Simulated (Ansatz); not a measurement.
# Cd (P6_3/mmc) in Ansatz: convergence with xc grid

Aim: find how far xc grid must go before the results for Cd settle, at PBEsol. This setting moves, with any that are tied to it; all else stays.

Program: Ansatz 0.2.0. These are calculated values, not measurements. Logs are shortened: lines on timing, memory, paths and dates and some standing lists are left out, and cuts for length are marked.

## (1) Starting point

It takes space group P6_3/mmc (No. 194, hexagonal). The conventional cell has a = 2.979 Å, b = 2.979 Å, c = 5.618 Å, α = 90.00°, β = 90.00°, γ = 120.00°. Around Cd (site symmetry -6m2) lie 12 Cd at 2.98 to 3.29 Å.

## (2) With xc grid 1

Input file input.yaml:

```yaml
crystal:
  lattice:
    - [2.97887, 0.0, 0.0]
    - [-1.489435, 2.5797770946, 0.0]
    - [0.0, 0.0, 5.61765]
  atoms:
    - { symbol: Cd, position: [0.6666666667, 0.3333333333, 0.75] }
    - { symbol: Cd, position: [0.3333333333, 0.6666666667, 0.25] }
kpoints:
  mp_grid: { grid: [10, 10, 5] }
scf:
  occupations: { method: fermi_dirac, width: 0.05 }
hamiltonian:
  xc: pbesol
  pseudopotentials: { kind: all_electron, lapw: { basis_error: 0.001 } }
output:
  forces: true
  stress: true
  eigenvalues: true
basis:
  xc_grid: 1
```

Potentials or basis: all-electron LAPW, scalar-relativistic.

Run with:

```sh
> ansatz run input.yaml --threads 1 --pin off --max-ram 3072MiB --backend cpu --events-out ev --progress --plain --runs-dir out
```

Run time: 9.5 s. Hardware: 1 thread of Arm Neoverse V1, shared host; peak memory 0.29 GiB.

What came out:

```yaml
Free_energy: -304330.1393 eV
Pressure: -1.6 GPa
Band_gap_on_the_k_mesh: none (metal or under the smearing width)
```

## (3) With xc grid 2

input.yaml: that of step 2 with these lines changed.

```diff
@@ -20,2 +20,2 @@
 basis:
-  xc_grid: 1
+  xc_grid: 2
```

Potentials or basis: all-electron LAPW, scalar-relativistic.

Run with:

```sh
> ansatz run input.yaml --threads 1 --pin off --max-ram 3072MiB --backend cpu --events-out ev --progress --plain --runs-dir out
```

It took 9.2 s on 1 thread of Arm Neoverse V1, shared host; peak memory 0.3 GiB.

What came out:

```
Free energy            : -304330.1393 eV
Pressure               : -1.6 GPa
Band gap on the k mesh : none (metal or under the smearing width)
```

## (4) With xc grid 3

input.yaml: that of step 3 with these lines changed.

```diff
@@ -20,2 +20,2 @@
 basis:
-  xc_grid: 2
+  xc_grid: 3
```

Run with:

```sh
> ansatz run input.yaml --threads 1 --pin off --max-ram 3072MiB --backend cpu --events-out ev --progress --plain --runs-dir out
```

Wall time 9.3 s (1 thread of Arm Neoverse V1, shared host); peak memory 0.3 GiB.

It converged, with:

```yaml
Free_energy: -304330.1393 eV
Pressure: -1.6 GPa
Band_gap_on_the_k_mesh: none (metal or under the smearing width)
```

## (5) With xc grid 4

input.yaml: that of step 4 with these lines changed.

```diff
@@ -20,2 +20,2 @@
 basis:
-  xc_grid: 3
+  xc_grid: 4
```

Potentials or basis: all-electron LAPW, scalar-relativistic.

Run with:

```sh
> ansatz run input.yaml --threads 1 --pin off --max-ram 3072MiB --backend cpu --events-out ev --progress --plain --runs-dir out
```

The program printed:

```text
Warning: RAYON_NUM_THREADS=1 ignored (pool sized by the plan → 1); use --threads N
LAPW: plane waves up to 7.663 Å⁻¹, error target 1.0e-3 eV per atom; small_component_spin mean_spin; Cd in spheres of 1.489 Å, 20 of its electrons in bands, Dirac shells [] (how accurate: hamiltonian.pseudopotentials.lapw.basis_error, Limitations)
Engine: ansatz 0.2.0, aarch64-unknown-linux-gnu
Pseudopotentials: kind: all_electron
Pseudopotential: Cd, LAPW, valence charge 20, lapw/all_electron/scalar/gaussian/Cd, Koelling and Harmon's equation, gaussian nucleus
Functional definition: PBEsol
  exchange = pbesol_x
  correlation = pbesol_c
Crystal: 2 atoms, lattice volume = 43.171 Å³
Basis set: ecut = 223.71109148428468 eV, 337 PW (Γ), exchange–correlation at level 4
Bands: 24, of which v1, the nominal top of the filled ones, is band 20 counted from 1 (19 counted from 0)
Symmetry: 24 space group operations
Space group: P63/mmc (ITA 194), of the structure as read, at distance tolerance 3.5e-5 Å
k-points: 42 of 500
Non-local potential: Cd, projectors of the file, none
Initial density: superposition of atomic densities (chi_scale 0.1, normalization cell)
Initial wavefunctions: plane waves of lowest kinetic energy (no species holds an atomic orbital)
Functional: x = pbesol(κ = 0.804, μ = 0.12345679012345678), c = pbesol(β = 0.046)
iter 1 solved again at ethr=1.68e-4 eV; its pass at ethr=1.00e-1 eV (dr2=6.72e-2 eV) is discarded
SCF iter   1: F=—  HF=-304330.281637 eV  |F-HF|=—  |Δ(HF+E_count)|=         —  Δρ=1.44e-2  dr2=6.75e-2  ethr=1.68e-4  ⟨swp⟩=3.0  Hψ=6845  notcnv=0
preconditioner: auto → Resta (q_TF=auto, 2.694 Å⁻¹)  ε∞=5.7  [insulator: Δε(μ)=0.182 eV  Ē_g=12.787 eV  σ=0.050 eV  W_gap=0.51  n_scr=22 (ndim 8)  ℏωp=27.7 eV  f_vac=0.000  D(μ)=0.28/eV (n_scr^D=0)  ε∞_Penn≈5.7]
SCF iter   2: F=—  HF=-304330.152426 eV  |F-HF|=—  |Δ(HF+E_count)|=   1.29e-1  Δρ=6.91e-3  dr2=1.90e-2  ethr=1.68e-4  ⟨swp⟩=2.1  Hψ=3071  notcnv=0
SCF iter   3: F=—  HF=-304330.140649 eV  |F-HF|=—  |Δ(HF+E_count)|=   1.18e-2  Δρ=5.15e-3  dr2=1.10e-2  ethr=4.74e-5  ⟨swp⟩=2.0  Hψ=2906  notcnv=0
SCF iter   4: F=—  HF=-304330.139322 eV  |F-HF|=—  |Δ(HF+E_count)|=   1.33e-3  Δρ=2.37e-3  dr2=2.63e-3  ethr=2.76e-5  ⟨swp⟩=2.0  Hψ=2906  notcnv=0
iter 5 solved again at ethr=3.65e-7 eV; its pass at ethr=6.58e-6 eV (dr2=1.46e-4 eV) is discarded
SCF iter   5: F=—  HF=-304330.139291 eV  |F-HF|=—  |Δ(HF+E_count)|=   3.15e-5  Δρ=5.16e-4  dr2=1.46e-4  ethr=3.65e-7  ⟨swp⟩=2.0  Hψ=4972  notcnv=0
SCF iter   6: F=—  HF=-304330.139301 eV  |F-HF|=—  |Δ(HF+E_count)|=   1.01e-5  Δρ=7.74e-5  dr2=3.62e-6  ethr=3.65e-7  ⟨swp⟩=2.0  Hψ=2906  notcnv=0
SCF iter   7: F=—  HF=-304330.139301 eV  |F-HF|=—  |Δ(HF+E_count)|=   1.20e-7  Δρ=1.36e-5  dr2=1.28e-7  ethr=9.05e-9  ⟨swp⟩=2.0  Hψ=2906  notcnv=0
SCF iter   8: F=-304330.139301 eV  HF=-304330.139301 eV  |F-HF|=1.28e-9  |Δ(HF+E_count)|=   2.01e-8  Δρ=1.94e-6  dr2=1.67e-9  ethr=3.19e-10  ⟨swp⟩=2.0  Hψ=2906  notcnv=0
SCF 1 converged in 8 iterations: F = -304330.139301 eV  dr2 = 1.67e-9
SCF converged after 8 iterations
Free energy (F): -304330.139301 eV
Harris-Foulkes:  -304330.139301 eV  (|F-HF|=1.28e-9)
Internal energy: -304330.137108 eV  (E = F + TS)
E sigma→0 (E₀):  -304330.138204 eV
Entropy (-TS):   -0.002193 eV (-1.096 meV/atom)
Fermi energy:    15.512289 eV
--- Per-component energies (eV) ---
  E_band       = -747.448304
  E_kinetic    = 318778.771353
  E_xc         = -8276.319528
  E_electrostatic = -614832.588932  (all electrons and nuclei)
  E_smearing   = -0.002193  (= −TS)
  E_closure    = 0.000000  (closes the sum)
  E_atoms      = -304327.741230  (free atoms, spherical and without spin; not in F)
  Σ components = -304330.139301   (vs F -304330.139301, Δ=0.00e0)
  Basis errors (estimates in eV, not in F): energy 2.6e-4 per atom: plane waves 2.6e-4 (1.3e-4 summed), levels above the bands 5.5e-52, relativity 1.6e-8, radial functions 7.0e-6, core shells 6.5e-8; eigenvalues (radial functions only) 2.2e-6; not estimated: angular momenta, meshes, grids; target (lapw.basis_error) 1.0e-3; muffin-tin radii Cd 1.489 Å
--- Forces (eV/Å), atoms counted from 1 ---
  atom   1  Cd     0.00000000    -0.00000000    -0.00000000
  atom   2  Cd    -0.00000000     0.00000000     0.00000000
  max |Σ_I F_I| component: 2.31e-18 eV/Å
--- Stress (GPa, compression-positive) ---
       -1.374464       0.000000       0.000000
        0.000000      -1.374464       0.000000
        0.000000       0.000000      -1.988105
  P = ⅓ Tr σ = -1.5790 GPa (-15.790 kbar)
--- Band table (eV; the first three rows and the last of 42) ---
  k-point 0: bands = ["-87.2886", "-87.2875", "-48.3812", "-48.3617", "-48.3406", "-48.3406", "-48.3385", "-48.3385", "5.8217", "6.0905", "6.4707", "6.4707", "6.5225", "6.5225", "6.7736", "6.9988", "6.9988", "7.2534", "7.2534", "12.5880", "12.6267", "25.9678", "29.3775", "30.3148"]
  k-point 1: bands = ["-87.2885", "-87.2876", "-48.3793", "-48.3636", "-48.3404", "-48.3404", "-48.3387", "-48.3387", "5.8469", "6.0644", "6.4691", "6.4691", "6.5123", "6.5123", "7.0145", "7.0299", "7.0299", "7.2346", "7.2346", "10.5521", "15.0510", "24.0040", "29.3978", "30.3061"]
  k-point 2: bands = ["-87.2882", "-87.2878", "-48.3745", "-48.3684", "-48.3399", "-48.3399", "-48.3392", "-48.3392", "5.9134", "5.9965", "6.4730", "6.4730", "6.4902", "6.4902", "7.1030", "7.1030", "7.1804", "7.1804", "7.7334", "8.9189", "17.8366", "20.8877", "29.5128", "29.8406"]
  k-point 41: bands = ["-87.2835", "-87.2834", "-48.3819", "-48.3816", "-48.3725", "-48.3718", "-48.3640", "-48.3633", "6.2461", "6.2858", "6.4442", "6.4458", "6.5688", "6.7128", "6.8420", "6.8727", "7.2115", "7.2783", "14.9811", "15.9808", "17.3791", "17.8089", "18.3929", "18.8282"]
```

Wall time 9.9 s (1 thread of Arm Neoverse V1, shared host); peak memory 0.3 GiB.

What came out:

| Item | Value |
| --- | --- |
| Free energy | -304330.1393 eV |
| Pressure | -1.6 GPa |
| Band gap on the k mesh | none (metal or under the smearing width) |

## (6) Result

| xc grid | energy less the tightest run, at zero smearing (meV/atom) | SCF cycles | CPU time (s) | peak memory (GiB) |
| --- | --- | --- | --- | --- |
| 1 | 0.00 | 8 | 9.2 | 0.29 |
| 2 | 0.00 | 8 | 9.2 | 0.3 |
| 3 | 0.00 | 8 | 9.3 | 0.3 |
| 4 | 0.00 | 8 | 9.9 | 0.3 |

Against the tightest run, the energy stays within 1 meV/atom from 1 on. The tightest run that finished is the yardstick and may itself not be fully converged.
